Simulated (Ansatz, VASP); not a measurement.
**Two plane-wave programs on KMgF3**

File INCAR:

```
PREC = Accurate
ENCUT = 600
EDIFF = 1E-6
ISMEAR = 0
SIGMA = 0.02
LREAL = False
LASPH = True
NELM = 60
ALGO = Normal
ISIF = 3
LWAVE = False
LCHARG = False
GGA = PS
IBRION = 2
NSW = 100
EDIFFG = -0.005
```

Contents of KPOINTS:

```
regular mesh
0
Gamma
  6 6 6
```

The input POSCAR:

```
KMgF3
1.0
    3.9859000000      0.0000000000      0.0000000000
    0.0000000000      3.9859000000      0.0000000000
    0.0000000000      0.0000000000      3.9859000000
K Mg F
1 1 3
Direct
    0.5000000000      0.5000000000      0.5000000000
    0.0000000000      0.0000000000      0.0000000000
    0.5000000000      0.0000000000      0.0000000000
    0.0000000000      0.5000000000      0.0000000000
    0.0000000000      0.0000000000      0.5000000000
```

Input for Ansatz:

```yaml
crystal:
  lattice:
    - [3.9859, 0.0, 0.0]
    - [0.0, 3.9859, 0.0]
    - [0.0, 0.0, 3.9859]
  atoms:
    - { symbol: K, position: [0.5, 0.5, 0.5] }
    - { symbol: Mg, position: [0.0, 0.0, 0.0] }
    - { symbol: F, position: [0.5, 0.0, 0.0] }
    - { symbol: F, position: [0.0, 0.5, 0.0] }
    - { symbol: F, position: [0.0, 0.0, 0.5] }
basis:
  ecutwfc: 420
kpoints:
  mp_grid: { grid: [6, 6, 6] }
hamiltonian:
  xc: pbesol
scf:
  occupations: { method: gaussian, width: 0.02 }
output:
  forces: true
  stress: true
  eigenvalues: true
relax:
  adjacent_minimum: "off"
  f_tol: 0.005
  max_steps: 80
  cell: { stress_tol: 0.05 }
```

Alike in both runs: task relaxation of cell and atoms; functional PBEsol; k mesh 6 × 6 × 6; occupations gaussian, width 0.02 eV; no spin polarisation.

|  | VASP | Ansatz |
| --- | --- | --- |
| version | VASP 6.6.1 | Ansatz 0.2.0 |
| potentials or method | VASP PAW PBE potentials, release 64 (K_sv, Mg, F) | scalar-relativistic, plane waves, PAW |
| plane-wave cutoff (eV) | 600 | 420 |
| valence electrons in the cell | 32 | 40 |

```tsv
	VASP	Ansatz	Ansatz less VASP
gap on the k mesh at the Fermi level, each at its own relaxed structure (eV)	7.14	7.12	-0.021
relaxed volume (Å³/atom)	12.64	12.71	+0.072
relaxed cell length with the largest relative difference (Å)	3.983	3.991	+0.0075
```

The two sets of potentials don't hold the same shells in valence.

Caveats: the PAW data sets were made with another functional, which shifts forces and pressure a little (VASP). A k mesh can miss the band edges.
